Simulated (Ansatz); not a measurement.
Base system: GaN in the wurtzite structure (space group P6_3mc, No. 186; a = 3.2184 Å, c = 5.2432 Å).

(Cell as relaxed with PBE.)

Levels (all Ansatz, an electronic-structure program, PAW): PBE (420 eV, no spin-orbit coupling); r2SCAN (500 eV, spin-orbit coupling left out).

Each level relaxes its own structure.

| base | PBE | r2SCAN |
|---|---|---|
| volume per atom | 11.76 Å³ | 11.37 Å³ |
| lattice parameter a | 3.218 Å | 3.183 Å |
| band gap | 1.71 eV | 2.35 eV |

Modification: C takes the place of N on all its sites; the structure is relaxed again.

| quantity | PBE | r2SCAN |
|---|---|---|
| shortest interatomic distance | 1.999 Å | 1.981 Å |
| c/a ratio | 1.731 | 1.738 |
| band gap | zero | zero |

PBE's shortest interatomic distance lies 0.0187 Å above r2SCAN's (0.9 %); PBE's c/a ratio lies 0.007 below r2SCAN's; the two agree on the band gap. Neither level is exact; r2SCAN is the comparison here, not a measurement.

Stability against distortions was not tested. As relaxed here, GaC is a hypothetical phase, not in the database extracts checked. All final runs are without spin polarisation.
